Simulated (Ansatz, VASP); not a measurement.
# AlCu in VASP and in Ansatz

```
Al Cu
1.0
     3.03695    0.00000    0.00000
     0.00000    3.03695    0.00000
     0.00000    0.00000    3.03695
Al Cu
1 1
Direct
  0.00000 0.00000 0.00000
  0.50000 0.50000 0.50000
```

The cell comes from a database or a generator and needn't be the stable form of this composition.

Alike in both runs: task single point; functional PBEsol; k mesh 10 × 10 × 10; no spin polarisation.

```csv
,VASP,Ansatz
version,VASP 6.6.1,Ansatz 0.2.0
potentials or method,"VASP PAW PBE potentials, release 64 (Al, Cu)","plane waves, PAW"
plane-wave cutoff (eV),520,500
occupations,"methfessel-paxton of order 1, width 0.1 eV",methfessel-paxton of order 1
valence electrons in the cell,14,22
```

Ansatz gave:

- pressure (GPa): -8.1

Problem. What did VASP give for the same quantities?

Solution. Pressure (GPa): -7.0.

The two sets of potentials don't hold the same shells in valence.

Caveats: the PAW data sets were made with another functional, which shifts forces and pressure a little (VASP).
